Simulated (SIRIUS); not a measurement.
# TiB2 (P6/mmm) in SIRIUS: settings compared

Aim: see how the results for TiB2 move with the level of theory and the settings. Levels: PBE, PBE+U. Tasks: single point.

Everything below comes from runs of SIRIUS 7.10.0. Logs are shortened: lines on timing, memory, paths and dates and some standing lists are left out, and cuts for length are marked. The log counts tension as positive stress, the text compression.

## (1) The structure

The structure is hexagonal, space group P6/mmm (No. 191). The conventional cell has a = 3.029 Å, b = 3.029 Å, c = 3.228 Å, α = 90.00°, β = 90.00°, γ = 120.00°. Ti (site symmetry 6/mmm) has 12 B at 2.38 Å as nearest neighbours. B (site symmetry -6m2) has 3 B at 1.75 Å as nearest neighbours.

## (2) Single point, PBE

sirius.json

```json
{
  "control": {
    "processing_unit": "cpu",
    "verbosity": 2,
    "num_bands_to_print": 16,
    "print_forces": true,
    "print_stress": true
  },
  "parameters": {
    "electronic_structure_method": "pseudopotential",
    "xc_functionals": ["XC_GGA_X_PBE", "XC_GGA_C_PBE"],
    "gk_cutoff": 9.2,
    "pw_cutoff": 18.4,
    "ngridk": [10, 10, 8],
    "shiftk": [0, 0, 0],
    "smearing": "fermi_dirac",
    "smearing_width": 0.0018374661,
    "num_bands": 16,
    "num_mag_dims": 0,
    "num_dft_iter": 100,
    "energy_tol": 1e-08,
    "density_tol": 1e-06
  },
  "iterative_solver": {
    "type": "davidson",
    "min_tolerance": 1e-09,
    "tolerance_scale": [0.1, 0.25]
  },
  "mixer": {
    "type": "anderson",
    "beta": 0.7,
    "max_history": 8
  },
  "settings": {
    "tol_ne": 1e-10,
    "pseudo_grid_cutoff": 6.5
  },
  "unit_cell": {
    "lattice_vectors": [
      [5.724358376716, 0.0, 0.0],
      [-2.862179188358, 4.95743977452, 0.0],
      [0.0, 0.0, 6.100791820742]
    ],
    "atom_coordinate_units": "lattice",
    "atom_types": ["Ti", "B"],
    "atom_files": {
      "Ti": "Ti.json",
      "B": "B.json"
    },
    "atoms": {
      "Ti": [
        [0.0, 0.0, 0.0]
      ],
      "B": [
        [0.6666666667, 0.3333333333, 0.5],
        [0.3333333333, 0.6666666667, 0.5]
      ]
    }
  }
}
```

Potentials or basis: PseudoDojo 0.4.1 PBE standard (scalar relativistic).

The run is started by

```console
$ upf_to_json Ti.upf
$ upf_to_json B.upf
$ OMP_NUM_THREADS=1 sirius.scf --input=sirius.json --output=out.json --task=0
```

Output:

```text
[info] SIRIUS version : 7.10.0
[info] number of MPI ranks           : 1
[info] MPI grid                      : 1 1
[info] maximum number of OMP threads : 1
[fft] FFT context for density and potential
[fft] =====================================
[fft]   comm size                             : 1
[fft]   plane wave cutoff                     : 18.4
[fft]   grid size                             : 36 36 40   total : 51840
[fft]   grid limits                           : -17 18   -17 18   -19 20
[fft]   number of G-vectors within the cutoff : 9096
[fft]   local number of G-vectors             : 9096
[fft]   number of G-shells                    : 963
[fft] FFT context for coarse grid
[fft] =====================================
[fft]   comm size                             : 1
[fft]   plane wave cutoff                     : 18.4
[fft]   grid size                             : 36 36 40   total : 51840
[fft]   grid limits                           : -17 18   -17 18   -19 20
[fft]   number of G-vectors within the cutoff : 9096
[fft]   local number of G-vectors             : 9096
[fft]   number of G-shells                    : 963
[unit cell] lattice vectors
[unit cell]   a1 :       5.7243583767      0.0000000000      0.0000000000
[unit cell]   a2 :      -2.8621791884      4.9574397745      0.0000000000
[unit cell]   a3 :       0.0000000000      0.0000000000      6.1007918207
[unit cell] reciprocal lattice vectors
[unit cell]   b1 :       1.0976226319      0.6337127220     -0.0000000000
[unit cell]   b2 :       0.0000000000      1.2674254440      0.0000000000
[unit cell]   b3 :       0.0000000000     -0.0000000000      1.0298966908
[unit cell] unit cell volume :       173.12925801 [a.u.^3]
[unit cell] 1/sqrt(omega)    :         0.07600021
[unit cell] MT volume        :         0.00000000 ( 0.00%)
[unit cell] IT volume        :       173.12925801 (100.00%)
[unit cell] number of atom types : 2
[unit cell] type id : 0 symbol : Ti mt_radius :  15.850000 num_atoms : 1
[unit cell] type id : 1 symbol :  B mt_radius :  15.330000 num_atoms : 2
[unit cell] total number of atoms : 3
[unit cell] number of symmetry classes : 2
[unit cell] number of PAW atoms : 0
[unit cell] atom id  type id  class id             position                      vector_field
[unit cell] ------------------------------------------------------------------------------------------
[unit cell]      0        0        0      0.00000   0.00000   0.00000      0.00000   0.00000   0.00000
[unit cell]      1        1        1      0.66667   0.33333   0.50000      0.00000   0.00000   0.00000
[unit cell]      2        1        1      0.33333   0.66667   0.50000      0.00000   0.00000   0.00000
[unit cell] atom id         position (Cartesian, a.u.)
[unit cell] ---------------------------------------------
[unit cell]      0       0.000000    0.000000    0.000000
[unit cell]      1       2.862179    1.652480    3.050396
[unit cell]      2      -0.000000    3.304960    3.050396
[unit cell] class id : 0 atom id : 0
[unit cell] class id : 1 atom id : 1 2
[unit cell] minimum bond length:     3.304960
[unit cell] total number of pseudo wave-functions: 18
[sym] space group number   : 191
[sym] international symbol : P6/mmm
[sym] Hall symbol          : -P 6 2
[sym] space group transformation matrix :
[sym]   1.0000  0.0000  0.0000
[sym]   0.0000  1.0000  0.0000
[sym]   0.0000  0.0000  1.0000
[sym] space group origin shift :
[sym]   0.0000  0.0000  0.0000
[... 284 lines left out ...]
[find] iterative solver converged : false
[find] +------------------------------+
[find] | SCF iteration  11 out of 100|
[find] +------------------------------+
[diagonalize] iterative solver tolerance (occupied, empty): 1.6872e-09 1.6872e-09
[diagonalize] average number of iterations: 3.01429
[diagonalize] Lowest band energies
[diagonalize] ik:    0   -1.534798   -0.665869   -0.654808   -0.654808    0.061022    0.461861    0.461861    0.471764    0.480187    0.627803    0.627803    0.692031    0.692031    0.770464    0.770464    0.911245
[diagonalize] ik:    1   -1.534606   -0.665626   -0.656271   -0.655139    0.068096    0.441852    0.460527    0.466378    0.483728    0.625734    0.639618    0.667361    0.672042    0.793399    0.810232    0.834930
[diagonalize] ik:    2   -1.534105   -0.664990   -0.660059   -0.656004    0.088743    0.393314    0.455451    0.455689    0.490030    0.620453    0.638973    0.652802    0.666060    0.815716    0.845379    0.887664
[diagonalize] ik:    3   -1.533483   -0.664660   -0.664201   -0.657067    0.121479    0.333833    0.446038    0.447674    0.488016    0.614176    0.638378    0.649683    0.686196    0.818685    0.826762    0.891338
[diagonalize] ik:    4   -1.532978   -0.668320   -0.663561   -0.657923    0.164404    0.273086    0.440208    0.440695    0.479094    0.609282    0.655337    0.661165    0.685464    0.823442    0.831075    0.872233
[diagonalize] ...
[diagonalize] ik:   65   -1.532276   -0.669733   -0.667760   -0.658229    0.198514    0.284836    0.379237    0.412901    0.447936    0.648704    0.668083    0.707819    0.723618    0.771747    0.796518    0.920096
[diagonalize] ik:   66   -1.532678   -0.670443   -0.664375   -0.658145    0.173821    0.337883    0.371185    0.384897    0.476350    0.636363    0.649585    0.678077    0.714434    0.811388    0.871972    0.924912
[diagonalize] ik:   67   -1.532276   -0.669735   -0.666159   -0.659881    0.197582    0.294369    0.365451    0.408192    0.455790    0.646948    0.673402    0.696962    0.723488    0.777969    0.868279    0.869963
[diagonalize] ik:   68   -1.532122   -0.669464   -0.666776   -0.660603    0.214864    0.269601    0.359142    0.433375    0.439618    0.650086    0.687825    0.708592    0.720106    0.756713    0.849487    0.864184
[diagonalize] ik:   69   -1.532063   -0.669361   -0.665338   -0.662580    0.224569    0.261692    0.349756    0.433922    0.445262    0.650073    0.702822    0.708253    0.718823    0.744982    0.821951    0.954685
[find] Charges and magnetic moments
[find] --------------------------------------------------------------------------------
[find] total charge          : 18.000000
[find] Energy
[find] --------------------------------------------------------------------------------
[find] valence_eval_sum               :      -3.44553280
[find] <rho|V^{XC}>                   :     -12.79955361
[find] <rho|E^{XC}>                   :     -11.29270001
[find] <mag|B^{XC}>                   :       0.00000000
[find] <rho|V^{H}>                    :      24.21390019
[find] one-electron contribution      :     -14.85987939 (Ha),     -29.71975878 (Ry)
[find] hartree contribution           :      12.10695010
[find] xc contribution                :     -11.29270001
[find] ewald contribution             :     -51.30877593
[find] PAW contribution               :       0.00000000
[find] smearing (-TS)                 :      -0.00023315
[find] SCF correction                 :       0.00000552
[find] Total energy                   :     -65.35439971 (Ha),    -130.70879942 (Ry)
[find] Free energy (E-TS)             :     -65.35463286 (Ha),    -130.70926571 (Ry)
[find] band gap (eV)                  :       0.00000000
[find] Efermi                         :       0.55579516
[find] iteration : 11, RMS : 1.550979245792e-07, energy difference : -1.625551249163e-09
[find] Hartree energy of density residual : 1.626825199672e-12
[find] bands are converged : true
[find] iterative solver converged : true
[find] converged after 12 SCF iterations!
[find] Charges and magnetic moments
[find] --------------------------------------------------------------------------------
[find] total charge          : 18.000000
[find] Energy
[find] --------------------------------------------------------------------------------
[find] valence_eval_sum               :      -3.44553280
[find] <rho|V^{XC}>                   :     -12.79955361
[find] <rho|E^{XC}>                   :     -11.29270001
[find] <mag|B^{XC}>                   :       0.00000000
[find] <rho|V^{H}>                    :      24.21390019
[find] one-electron contribution      :     -14.85987939 (Ha),     -29.71975878 (Ry)
[find] hartree contribution           :      12.10695010
[find] xc contribution                :     -11.29270001
[find] ewald contribution             :     -51.30877593
[find] PAW contribution               :       0.00000000
[find] smearing (-TS)                 :      -0.00023315
[find] SCF correction                 :       0.00000552
[find] Total energy                   :     -65.35439971 (Ha),    -130.70879942 (Ry)
[find] Free energy (E-TS)             :     -65.35463286 (Ha),    -130.70926571 (Ry)
[find] band gap (eV)                  :       0.00000000
[find] Efermi                         :       0.55579516
[ground_state] === stress tensor components [kbar] ===
[ground_state] === stress_kin ===
[ground_state] -31398.226457    0.000000    0.000000
[ground_state]     0.000000-31398.226458    0.000000
[ground_state]     0.000000    0.000000-31196.209280
[ground_state] === stress_har ===
[ground_state] -6951.877675    0.000000   -0.000000
[ground_state]     0.000000-6951.877676   -0.000000
[ground_state]    -0.000000   -0.000000-6670.394098
[ground_state] === stress_ewald ===
[ground_state] 29024.097298   -0.000000    0.000000
[ground_state]    -0.00000029024.097299    0.000000
[ground_state]     0.000000    0.00000029144.237496
[ground_state] === stress_vloc ===
[ground_state]  6221.218572   -0.000000    0.000000
[ground_state]    -0.000000 6221.218572    0.000000
[ground_state]     0.000000    0.000000 5753.389180
[ground_state] === stress_xc ===
[ground_state]  2742.849636   -0.000000    0.000000
[ground_state]    -0.000000 2742.849636   -0.000000
[ground_state]     0.000000   -0.000000 2746.680424
[ground_state] === stress_core ===
[ground_state]  3066.894149   -0.000000    0.000000
[ground_state]    -0.000000 3066.894150   -0.000000
[ground_state]     0.000000   -0.000000 3060.342970
[ground_state] === stress_nonloc ===
[ground_state] -2707.573542    0.000000    0.000000
[ground_state]     0.000000-2707.573542    0.000000
[ground_state]     0.000000    0.000000-2838.686171
[ground_state] === stress_us_nl ===
[ground_state] -2707.573542    0.000000    0.000000
[ground_state]     0.000000-2707.573542    0.000000
[ground_state]     0.000000    0.000000-2838.686171
[ground_state] === stress_total ===
[ground_state]    -2.618018   -0.000000    0.000000
[ground_state]    -0.000000   -2.618018    0.000000
[ground_state]     0.000000    0.000000   -0.639478
[ground_state] ==== total Forces in Ha/bohr =====
[ground_state] atom:    0, force:       0.0000000      0.0000000      0.0000000
[ground_state] atom:    1, force:      -0.0000000      0.0000000      0.0000000
[ground_state] atom:    2, force:       0.0000000     -0.0000000     -0.0000000
[ground_state] ==== ultrasoft contribution from Qij =====
[ground_state] atom:    0, force:       0.0000000      0.0000000      0.0000000
[ground_state] atom:    1, force:       0.0000000      0.0000000      0.0000000
[ground_state] atom:    2, force:       0.0000000      0.0000000      0.0000000
[ground_state] ==== non-local contribution from Beta-projector =====
[ground_state] atom:    0, force:       0.0000000      0.0000000      0.0000000
[ground_state] atom:    1, force:       0.0000000      0.0000000      0.0000000
[ground_state] atom:    2, force:       0.0000000     -0.0000000     -0.0000000
[ground_state] ==== contribution from local potential =====
[ground_state] atom:    0, force:       0.0000000      0.0000000      0.0000000
[ground_state] atom:    1, force:      -0.0000000      0.0000000      0.0000000
[ground_state] atom:    2, force:       0.0000000     -0.0000000      0.0000000
[ground_state] ==== contribution from core density =====
[ground_state] atom:    0, force:       0.0000000      0.0000000      0.0000000
[ground_state] atom:    1, force:       0.0000000      0.0000000      0.0000000
[ground_state] atom:    2, force:      -0.0000000     -0.0000000      0.0000000
[ground_state] ==== Ewald forces from ions =====
[ground_state] atom:    0, force:       0.0000000      0.0000000      0.0000000
[ground_state] atom:    1, force:       0.0000000     -0.0000000      0.0000000
[ground_state] atom:    2, force:       0.0000000      0.0000000      0.0000000
[~DFT_ground_state] local op. applied: 32439
[~DFT_ground_state] evp. work count: 8630.64
[~DFT_ground_state] number of iterative solver steps: 2458
```

Wall time 46 s (1 thread of Arm Neoverse V2, shared host); peak memory 0.44 GiB.

Results:

```yaml
Free_energy: -1778.3902 eV
Pressure: 0.2 GPa
Band_gap_on_the_k_mesh: none (metal or under the smearing width)
```

## (3) Single point, PBE+U

Edit sirius.json of step 2 so:

```diff
@@ -21,3 +21,4 @@
     "energy_tol": 1e-08,
-    "density_tol": 1e-06
+    "density_tol": 1e-06,
+    "hubbard_correction": true
   },
@@ -39,6 +40,7 @@
     "lattice_vectors": [
-      [5.724358376716, 0.0, 0.0],
-      [-2.862179188358, 4.95743977452, 0.0],
-      [0.0, 0.0, 6.100791820742]
+      [1.0, 0.0, 0.0],
+      [-0.5, 0.86602540377, 0.0],
+      [0.0, 0.0, 1.065759936617]
     ],
+    "lattice_vectors_scale": 5.7243583767,
     "atom_coordinate_units": "lattice",
@@ -58,2 +60,16 @@
     }
+  },
+  "hubbard": {
+    "simplified": true,
+    "hubbard_subspace_method": "full_orthogonalization",
+    "local": [
+      {
+        "atom_type": "Ti",
+        "n": 3,
+        "l": 2,
+        "U": 0.07349864,
+        "J": 0.0,
+        "total_initial_occupancy": 2
+      }
+    ]
   }
```

Potentials or basis: PseudoDojo 0.4.1 PBE standard (scalar relativistic).

The run is started by

```console
$ upf_to_json Ti.upf
$ upf_to_json B.upf
$ # the labels of the atomic orbitals (3D, 4S, ...) are then added to the .json files where the converter dropped them
$ OMP_NUM_THREADS=1 sirius.scf --input=sirius.json --output=out.json --task=0
```

It took 61 s on 1 thread of Arm Neoverse V2, shared host; peak memory 0.61 GiB.

Results (log left out):

```yaml
Free_energy: -1776.3457 eV
Pressure: 1.9 GPa
Band_gap_on_the_k_mesh: none (metal or under the smearing width)
```

Stress tensor (GPa, compression positive):
```
1.43 0.00 0.00
0.00 1.43 0.00
0.00 0.00 2.97
```

Eigenvalues of the final occupation matrices:
```
  site  spin  trace               eigenvalues
site 1     1   1.42  0.26 0.28 0.28 0.30 0.30
```

Caveat: U without spin polarisation on a metal has little footing; the U is typed as a test and isn't derived for this compound.

## (4) Single point, PBE+U

Edit sirius.json of step 3 so:

```diff
@@ -40,7 +40,6 @@
     "lattice_vectors": [
-      [1.0, 0.0, 0.0],
-      [-0.5, 0.86602540377, 0.0],
-      [0.0, 0.0, 1.065759936617]
+      [5.724358376716, 0.0, 0.0],
+      [-2.862179188358, 4.95743977452, 0.0],
+      [0.0, 0.0, 6.100791820742]
     ],
-    "lattice_vectors_scale": 5.7243583767,
     "atom_coordinate_units": "lattice",
@@ -69,3 +68,3 @@
         "l": 2,
-        "U": 0.07349864,
+        "U": 0.14699729,
         "J": 0.0,
```

The run is started by

```console
$ upf_to_json Ti.upf
$ upf_to_json B.upf
$ # the labels of the atomic orbitals (3D, 4S, ...) are then added to the .json files where the converter dropped them
$ OMP_NUM_THREADS=1 sirius.scf --input=sirius.json --output=out.json --task=0
```

Wall time 64 s (1 thread of Arm Neoverse V2, shared host); peak memory 0.61 GiB.

Results (log left out):

| Quantity | Value |
| --- | --- |
| Free energy | -1774.3273 eV |
| Pressure | 3.8 GPa |
| Band gap on the k mesh | none (metal or under the smearing width) |

Stress tensor (GPa, compression positive):
```
2.72 0.00 0.00
0.00 2.72 0.00
0.00 0.00 6.10
```

Eigenvalues of the final occupation matrices:
```csv
site,spin,trace,eigenvalues
site 1,1,1.39,0.24 0.27 0.27 0.30 0.30
```

Caveat: U without spin polarisation on a metal has little footing; the U is typed as a test and isn't derived for this compound.

## (5) The reference run

An earlier run on the cell as given: functional PBEsol; potentials or basis PseudoDojo 0.4.1 PBEsol standard (scalar relativistic); cutoff 1152 eV; density cutoff 4606 eV; k mesh 10 × 10 × 8; occupations fermi-dirac, width 0.05 eV; no spin polarisation.

* Pressure: -4.7 GPa
* Band gap on the k mesh: none (metal or under the smearing width)

## (6) The runs side by side

```tsv
level	potentials or basis	U	form of the Hubbard term	hubbard projectors	start of the occupations	gap on the mesh (eV)	pressure (GPa)
PBE	PseudoDojo 0.4.1 PBE standard (scalar relativistic)	-	-	-	-	none	0.2
PBE+U	PseudoDojo 0.4.1 PBE standard (scalar relativistic)	Ti d U = 2 eV	simplified (Dudarev)	orthogonalised atomic orbitals	the program's own	none	1.9
PBE+U	PseudoDojo 0.4.1 PBE standard (scalar relativistic)	Ti d U = 4 eV	simplified (Dudarev)	orthogonalised atomic orbitals	the program's own	none	3.8
PBEsol	PseudoDojo 0.4.1 PBEsol standard (scalar relativistic)	-	-	-	-	none	-4.7
```

Alike in all rows: task single point; no spin polarisation; cell as given; k mesh 10 × 10 × 8; cutoff (eV) 1152; smearing fermi-dirac 0.05 eV.

Caveats: U without spin polarisation on a metal has little footing (some runs); the U is typed as a test and isn't derived for this compound (some runs).

Total energies depend on the potentials used, so only differences within one code and one set of settings carry meaning.
